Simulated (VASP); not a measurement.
## P: band structure with PBE+D3(BJ)

Slab: P, a slab with vacuum.

```
CELL_PARAMETERS angstrom
3.29235 0.00000 0.00000
0.00000 4.43912 0.00000
0.00000 0.00000 20.13077
ATOMIC_POSITIONS crystal
P 0.00000 0.58291 0.44739
P 0.50000 0.91709 0.44739
P 0.50000 0.08291 0.55261
P 0.00000 0.41709 0.55261
```

The slab is cut from a database's or a generator's crystal, which needn't be the stable form of the element.

```yaml
Program: VASP 6.6.1
Task: band structure
Functional: PBE
Dispersion: D3(BJ)
Potentials_or_basis: VASP PAW PBE potentials, release 64 (P)
Cutoff: 520 eV
k_mesh: 10 × 8 × 1
Occupations: gaussian, width 0.03 eV
Spin: no spin polarisation
Dipole_correction: yes
Further_INCAR_settings: ALGO = Normal; EDIFF = 1e-06; NBANDS = 18
```

The largest force is 0.004 eV/Å and the band gap on the k mesh is 0.75 eV, direct. The band gap along the path is 0.75 eV, direct, the dispersion energy per atom is -0.248 eV and the ionisation potential of the upper face is 4.92 eV.

Forces in eV/Å, atoms in the order of the input:
```
P    0.000 -0.002  0.003
P    0.000  0.002  0.003
P    0.000 -0.002 -0.003
P    0.000  0.002 -0.003
```

Levels at points of the mesh, in eV from the valence-band top:
```csv
k point,band 6,band 7,band 8,band 9,band 10,band 11,band 12,band 13,band 14,band 15
"(0.00, 0.00, 0.00)",-4.54,-3.47,-1.87,-1.77,0.00,0.75,1.57,2.74,3.47,4.37
"(0.50, 0.00, 0.00)",-4.83,-2.75,-2.75,-2.04,-2.04,1.31,1.31,1.97,1.97,3.57
"(0.00, 0.50, 0.00)",-3.11,-2.57,-2.57,-1.05,-1.05,2.12,2.12,3.50,3.50,3.62
"(0.50, 0.50, 0.00)",-5.02,-4.87,-4.87,-1.31,-1.31,2.42,2.42,4.27,4.27,5.67
```

Wall time 2.3 min on 2 MPI ranks on Intel(R) Xeon(R) Platinum 8488C (Sapphire Rapids), with other jobs on the host, peak memory 0.46 GiB a rank.

As with any semilocal functional, this PBE gap is likely too small.
